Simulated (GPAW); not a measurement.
# Bi2Se3 (Paraguanajuatite) (R-3m) in GPAW: a series of runs

Runs on Bi2Se3 (Paraguanajuatite). Level: PBE. Tasks: dielectric tensor.

Everything below comes from runs of GPAW 26.7.0. Logs are shortened: lines on timing, memory, paths and dates and some standing lists are left out, and cuts for length are marked. The log counts tension as positive stress, the text compression.

### Step 1. The structure

Symmetry: R-3m, No. 166, trigonal system. Conventional cell: a = 4.198 Å, b = 4.198 Å, c = 29.013 Å, α = 90.00°, β = 90.00°, γ = 120.00°. Bi (site symmetry 3m) is surrounded by 6 Se at 2.89 to 3.12 Å. Se (site symmetry 3m) is surrounded by 3 Bi at 2.89 Å. Se (site symmetry -3m) has 6 Bi at 3.12 Å as nearest neighbours.

### Step 2. Dielectric tensor, PBE

Contents of run.py:

```python
import numpy as np
from ase import Atoms
from ase.dft.bandgap import bandgap
from ase.io import write
from gpaw import GPAW, PW
from gpaw.response.df import DielectricFunction

atoms = Atoms(['Bi', 'Bi', 'Se', 'Se', 'Se'],
              cell=[[2.098759705, 1.2117194806, 9.6709442292],
                    [-2.098759705, 1.2117194806, 9.6709442292],
                    [0.0, -2.4234389614, 9.6709442292]],
              scaled_positions=[[0.5992, 0.5992, 0.5992],
                                [0.4008, 0.4008, 0.4008],
                                [0.7883, 0.7883, 0.7883],
                                [0.2117, 0.2117, 0.2117],
                                [0.0, 0.0, 0.0]],
              pbc=True)

calc = GPAW(mode=PW(500),
            xc='PBE',
            kpts={'size': (6, 6, 6), 'gamma': True},
            occupations={'name': 'fermi-dirac', 'width': 0.001},
            nbands=39,
            convergence={'density': 1e-06},
            maxiter=150,
            txt='gpaw.txt')
atoms.calc = calc
energy = atoms.get_potential_energy()
calc.write('gs.gpw')
write('result.traj', atoms)
print(f'Energy: {energy:.6f} eV')
print('Fermi level:', round(calc.get_fermi_level(), 4), 'eV')
print(f'Gap: {bandgap(calc)[0]:.4f} eV, direct: {bandgap(calc, direct=True)[0]:.4f} eV')

for size in [(6, 6, 6)]:
    name = 'x'.join(str(n) for n in size)
    dense = calc.fixed_density(kpts={'size': size, 'gamma': True},
                               nbands=70, convergence={'bands': 64, 'eigenstates': 1e-7},
                               update_fermi_level=True, txt=f'dense-{name}.txt')
    dense.write(f'{name}.gpw', mode='all')
    df = DielectricFunction(f'{name}.gpw', frequencies=np.array([0.0]), hilbert=False, eta=0.001,
                            ecut=80, nbands=64, intraband=False, txt=f'df-{name}.txt')
    for xc in ['RPA']:
        for direction in ['x', 'y', 'z', [0, 1, 1], [1, 0, 1], [1, 1, 0]]:
            e0, e = df.get_macroscopic_dielectric_constant(xc=xc, direction=direction)
            print(f'{name} {xc} {direction}: {e0:.4f} without, {e:.4f} with local fields')
```

Potentials or basis: GPAW PAW data sets (gpaw-data 1.2.1), pw.

The run is started by

```sh
OMP_NUM_THREADS=1 python run.py
```

gpaw.txt:

```text
__  _  _
 | _ |_)|_||  |
 |__||  | ||/\| - 26.7.0

Input parameters:
  mode=PW(ecut=500.0),
  convergence={'density': 1e-06},
  kpts=MonkhorstPack(size=(6, 6, 6), gamma=True),
  maxiter=150,
  nbands=39,
  occupations=Occupations(name='fermi-dirac', width=0.001),
  xc=XC(name='PBE')

Diagonalizing LCAO Hamiltonian
Converting LCAO to pw mode

       Se

       Bi

       Bi

       Se

       Se

Atoms  # Å, Bohr magnetons
|   | symbol |         x |         y |         z |    initial magnetic moments |
|---|--------|-----------|-----------|-----------|-----------------------------|
| 0 |     Bi | -0.000000 | -0.000000 | 17.384489 | ( 0.0000,  0.0000,  0.0000) |
| 1 |     Bi |  0.000000 | -0.000000 | 11.628343 | ( 0.0000,  0.0000,  0.0000) |
| 2 |     Se |  0.000000 | -0.000000 | 22.870816 | ( 0.0000,  0.0000,  0.0000) |
| 3 |     Se |  0.000000 | -0.000000 |  6.142017 | ( 0.0000,  0.0000,  0.0000) |
| 4 |     Se |  0.000000 |  0.000000 |  0.000000 | ( 0.0000,  0.0000,  0.0000) |

Unit cell  # Å
| periodic |         x |         y |        z |  lengths |    angles |
|----------|-----------|-----------|----------|----------|-----------|
|      yes |  2.098760 |  1.211719 | 9.670944 | 9.969966 | 24.304273 |
|      yes | -2.098760 |  1.211719 | 9.670944 | 9.969966 | 24.304273 |
|      yes |  0.000000 | -2.423439 | 9.670944 | 9.969966 | 24.304273 |

Number of symmetries: 12
Symmetry operations  # r_c * U_cc + t_c -> r_c
|    | kind |            matrix            |
|----|------|------------------------------|
|  0 |  E   |  1, 0, 0,  0, 1, 0,  0, 0, 1 |
|  1 |  σ   |  1, 0, 0,  0, 0, 1,  0, 1, 0 |
|  2 |  σ   |  0, 1, 0,  1, 0, 0,  0, 0, 1 |
|  3 |  C3  |  0, 1, 0,  0, 0, 1,  1, 0, 0 |
|  4 |  C3  |  0, 0, 1,  1, 0, 0,  0, 1, 0 |
|  5 |  σ   |  0, 0, 1,  0, 1, 0,  1, 0, 0 |
|  6 |  C2  |  0, 0,-1,  0,-1, 0, -1, 0, 0 |
|  7 |  S6  |  0, 0,-1, -1, 0, 0,  0,-1, 0 |
|  8 |  S6  |  0,-1, 0,  0, 0,-1, -1, 0, 0 |
|  9 |  C2  |  0,-1, 0, -1, 0, 0,  0, 0,-1 |
| 10 |  C2  | -1, 0, 0,  0, 0,-1,  0,-1, 0 |
| 11 |  i   | -1, 0, 0,  0,-1, 0,  0, 0,-1 |

BZ-sampling:
  Number of BZ points: 216
  Number of IBZ points: 32

  Monkhorst-Pack size: [6, 6, 6]
  Monkhorst-Pack shift: [0.08333333333333333, 0.08333333333333333, 0.08333333333333333]

K-points  # in reciprocal-cell coordinates
|     |                                coordinates |     weight |
|-----|--------------------------------------------|------------|
|   0 | (  0.00000000,   0.00000000,   0.00000000) | 0.00462963 |
|   1 | (  0.16666667,   0.00000000,  -0.16666667) | 0.02777778 |
|   2 | (  0.16666667,   0.00000000,   0.00000000) | 0.02777778 |
|   3 | (  0.16666667,   0.16666667,  -0.16666667) | 0.02777778 |
|   4 | (  0.16666667,   0.16666667,   0.00000000) | 0.02777778 |
|   5 | (  0.16666667,   0.16666667,   0.16666667) | 0.00925926 |
|   6 | (  0.33333333,  -0.16666667,  -0.16666667) | 0.02777778 |
|   7 | (  0.33333333,   0.00000000,  -0.33333333) | 0.02777778 |
|   8 | (  0.33333333,   0.00000000,  -0.16666667) | 0.05555556 |
|   9 | (  0.33333333,   0.00000000,   0.00000000) | 0.02777778 |
| ... |                                            |            |
|  31 | (  0.50000000,   0.50000000,   0.50000000) | 0.00462963 |

Plane wave coefficients: 3785
Cutoff: 500.0 eV

Spin-components: 1 (collinear spins)
Bands:           39
Projectors:      27
Spin-degeneracy: 2
Datatype:        complex128

Parallelization:
  kpt:    1
  domain: 1
  band:   1

Density:
  Valence electrons: 48.0
  Components: 1
  Grid points: [54 54 54]
  Charge: 0.0  # |e|

Potential:
  Grid points: [54 54 54]

species:
  Bi:
    name:    Bismuth
    Z:       83.0
    valence: 15
    core:    68
    charge:  0.0  # [|e|]
    compensation charges:
      type: gauss
      rc: 0.38  # [Å]
      lmax: 2
    cutoffs:
      filter: 2.23  # [Å]
      core: 2.33  # [Å]
    projectors
    | kind |    occ | energy [eV] | rcut [Å] |
    |------|--------|-------------|----------|
    |   6s |  2.000 |     -14.385 |    1.286 |
    |   6p |  3.000 |      -4.580 |    1.275 |
    |   5d | 10.000 |     -27.119 |    1.349 |
    |    s |        |      12.827 |    1.286 |
    |    p |        |      22.631 |    1.275 |
    |    d |        |       0.093 |    1.349 |

    Using partial waves for Bi as LCAO basis

  Se:
    name:    Selenium
    Z:       34.0
    valence: 6
    core:    28
    charge:  0.0  # [|e|]
    compensation charges:
      type: gauss
      rc: 0.27  # [Å]
      lmax: 2
    cutoffs:
      filter: 1.77  # [Å]
      core: 2.67  # [Å]
    projectors
    | kind |    occ | energy [eV] | rcut [Å] |
    |------|--------|-------------|----------|
    |   4s |  2.000 |     -17.277 |    0.847 |
    |   4p |  4.000 |      -6.512 |    1.005 |
    |    s |        |       9.935 |    0.847 |
    |    p |        |      20.699 |    1.005 |
    |    d |        |       0.000 |    0.847 |

    Using partial waves for Se as LCAO basis

Reference energy: -1368007.362297  # eV

eigensolver:
  PPCG
  Converge bands: occupied
  niter=2

density mixing:
  MSR1-Mixer
  Pratt-step length: 0.05
  Maximum mixing coefficient: 0.75
  Old densities: 10
  SVD Regularization: 0.005
  Good broyden scale: 1.0
  Trust region scale: 1.0
  Backstep threshold: 4.0
  History deletion threshold: 6.0
  Fourier metric: weight=20.0, sigma=0.015

occupation numbers:
  Fermi-Dirac:
    width: 0.0010  # eV

poisson solver:
  ecut: 4000.0  # eV

xc functional:
  name: PBE with 2 nearest neighbor stencil

convergence criteria:
- Maximum integral of absolute [dens]ity change: 1e-06 electrons / valence electron
- Maximum [total energy] change in last 3 cyles: 0.0005 eV / valence electron
- Maximum integral of absolute [eigenst]ate change: 4e-08 eV^2 / valence electron
maximum number of iterations: 150

SCF iterations
|iter     | |      energy | eigst |  dens |
|---------|-|-------------|-------|-------|
|iter:   1| |  -22.395822 | -0.08 |       |
|iter:   2| |  -22.227943 | -2.06 | -1.15 |
|iter:   3| |  -21.827921 | -2.31 | -1.22 |
|iter:   4| |  -21.721531 | -3.13 | -1.55 |
|iter:   5| |  -21.718428 | -3.77 | -1.90 |
|iter:   6| |  -21.718963c| -4.14 | -2.21 |
|iter:   7| |  -21.719058c| -5.42 | -3.30 |
|iter:   8| |  -21.719086c| -5.93 | -3.74 |
|iter:   9| |  -21.719088c| -6.80 | -4.38 |
|iter:  10| |  -21.719088c| -7.77c| -4.91 |
|iter:  11| |  -21.719088c| -8.48c| -5.58 |
|iter:  12| |  -21.719088c| -8.89c| -6.21c|

Converged in 12 steps
Energy contributions relative to reference atoms: (reference = -1368007.362297)

Energy contributions:
  Kinetic:          55.233859
  Coulomb:         -53.762665
  Zero:             -3.136252
  External:          0.000000
  Xc:              -20.054029
  Entropy:          -0.000000
  Spinorbit:         0.000000
  ----------------------------
  Free energy:     -21.719088
  Extrapolated:    -21.719088

dipole moment: (0.000000, 0.000000, -106.794812)  # |e|*Ang

Fermi level: 5.558
Eigenvalues  # (at kpt = [0.000, 0.000, 0.000])
| band index |      eig [eV] | occ [0-2] |
|------------|---------------|-----------|
|          0 |       -17.873 |     2.000 |
|        ... |               |           |
|         16 |         3.370 |     2.000 |
|         17 |         3.627 |     2.000 |
|         18 |         3.627 |     2.000 |
|         19 |         3.633 |     2.000 |
|         20 |         3.633 |     2.000 |
|         21 |         4.271 |     2.000 |
[... 8 lines left out ...]
|         30 |        11.293 |     0.000 |
|         31 |        12.357 |     0.000 |
|        ... |               |           |
|         38 |        14.045 |     0.000 |

Gap: 0.225 eV
Transition (v -> c):
  (s=0, k=0, n=23, [0.00, 0.00, 0.00]) -> (s=0, k=0, n=24, [0.00, 0.00, 0.00])
No difference between direct/indirect transitions
# Writing to gs.gpw (mode='')
```

Wall time 13 min (1 thread of INTEL XEON PLATINUM 8581C at 2.30GHz (Emerald Rapids), shared host); peak memory 1.1 GiB.

Results:

```yaml
Free_energy: -21.7191 eV
Band_gap_on_the_k_mesh: 0.23 eV, direct
Electronic_dielectric_tensor_diagonal: 20.64, 20.64, 26.32
```

Electronic dielectric tensor:
```
20.64  0.00  0.00
 0.00 20.64  0.00
 0.00  0.00 26.32
```

Caveat: the gap is small at this level, which inflates the dielectric constant; the long-wavelength limit can be off by a per cent or two; spin-orbit coupling is left out, which as a rule narrows the gap of such compounds by several tenths of an eV; the program warned that so skewed a cell can give wrong results.

### Step 3. Dielectric tensor, PBE

This run uses another cell than the first one, of 30.08 Å³/atom, 1.019 times its volume.

Edit run.py of step 2 so:

```diff
@@ -8,5 +8,5 @@
 atoms = Atoms(['Bi', 'Bi', 'Se', 'Se', 'Se'],
-              cell=[[2.098759705, 1.2117194806, 9.6709442292],
-                    [-2.098759705, 1.2117194806, 9.6709442292],
-                    [0.0, -2.4234389614, 9.6709442292]],
+              cell=[[2.1121279616, 1.2194376472, 9.7325442609],
+                    [-2.1121279616, 1.2194376472, 9.7325442609],
+                    [0.0, -2.4388752945, 9.7325442609]],
               scaled_positions=[[0.5992, 0.5992, 0.5992],
```

Potentials or basis: GPAW PAW data sets (gpaw-data 1.2.1), pw.

The run is started by

```sh
OMP_NUM_THREADS=1 python run.py
```

gpaw.txt:

```text
__  _  _
 | _ |_)|_||  |
 |__||  | ||/\| - 26.7.0

Input parameters:
  mode=PW(ecut=500.0),
  convergence={'density': 1e-06},
  kpts=MonkhorstPack(size=(6, 6, 6), gamma=True),
  maxiter=150,
  nbands=39,
  occupations=Occupations(name='fermi-dirac', width=0.001),
  xc=XC(name='PBE')

Diagonalizing LCAO Hamiltonian
Converting LCAO to pw mode

       Se

       Bi

       Bi

       Se

       Se

Atoms  # Å, Bohr magnetons
|   | symbol |         x |         y |         z |    initial magnetic moments |
|---|--------|-----------|-----------|-----------|-----------------------------|
| 0 |     Bi |  0.000000 | -0.000000 | 17.495222 | ( 0.0000,  0.0000,  0.0000) |
| 1 |     Bi |  0.000000 | -0.000000 | 11.702411 | ( 0.0000,  0.0000,  0.0000) |
| 2 |     Se | -0.000000 | -0.000000 | 23.016494 | ( 0.0000,  0.0000,  0.0000) |
[... 161 lines left out ...]
|iter:   1| |  -22.419441 | -0.10 |       |
|iter:   2| |  -22.235444 | -2.06 | -1.15 |
|iter:   3| |  -21.816303 | -2.31 | -1.22 |
|iter:   4| |  -21.712905 | -3.14 | -1.54 |
|iter:   5| |  -21.709814 | -3.76 | -1.89 |
|iter:   6| |  -21.710173c| -4.12 | -2.19 |
|iter:   7| |  -21.710267c| -5.40 | -3.29 |
|iter:   8| |  -21.710296c| -5.90 | -3.73 |
|iter:   9| |  -21.710298c| -6.81 | -4.39 |
|iter:  10| |  -21.710298c| -7.80c| -4.93 |
|iter:  11| |  -21.710298c| -8.46c| -5.59 |
|iter:  12| |  -21.710298c| -8.86c| -6.19c|

Converged in 12 steps
Energy contributions relative to reference atoms: (reference = -1368007.362297)

Energy contributions:
  Kinetic:          50.771706
  Coulomb:         -50.072052
  Zero:             -3.133127
  External:          0.000000
  Xc:              -19.276826
  Entropy:          -0.000000
  Spinorbit:         0.000000
  ----------------------------
  Free energy:     -21.710298
  Extrapolated:    -21.710298

dipole moment: (0.000000, 0.000000, -107.474164)  # |e|*Ang

Fermi level: 5.332
Eigenvalues  # (at kpt = [0.000, 0.000, 0.000])
| band index |      eig [eV] | occ [0-2] |
|------------|---------------|-----------|
|          0 |       -18.090 |     2.000 |
|        ... |               |           |
|         16 |         3.180 |     2.000 |
|         17 |         3.449 |     2.000 |
|         18 |         3.449 |     2.000 |
|         19 |         3.459 |     2.000 |
|         20 |         3.459 |     2.000 |
|         21 |         4.086 |     2.000 |
[... 8 lines left out ...]
|         30 |        11.093 |     0.000 |
|         31 |        12.044 |     0.000 |
|        ... |               |           |
|         38 |        13.808 |     0.000 |

Gap: 0.238 eV
Transition (v -> c):
  (s=0, k=0, n=23, [0.00, 0.00, 0.00]) -> (s=0, k=0, n=24, [0.00, 0.00, 0.00])
No difference between direct/indirect transitions
# Writing to gs.gpw (mode='')
```

Wall time 13 min (1 thread of INTEL XEON PLATINUM 8581C at 2.30GHz (Emerald Rapids), shared host); peak memory 1.1 GiB.

Results:

* Free energy: -21.7103 eV
* Band gap on the k mesh: 0.24 eV, direct
* Electronic dielectric tensor (diagonal): 20.60, 20.60, 24.39

Electronic dielectric tensor:
```
20.60  0.00  0.00
 0.00 20.60  0.00
 0.00  0.00 24.39
```

Caveat: the gap is small at this level, which inflates the dielectric constant; the long-wavelength limit can be off by a per cent or two; spin-orbit coupling is left out, which as a rule narrows the gap of such compounds by several tenths of an eV; the program warned that so skewed a cell can give wrong results. A k mesh can miss the band edges.
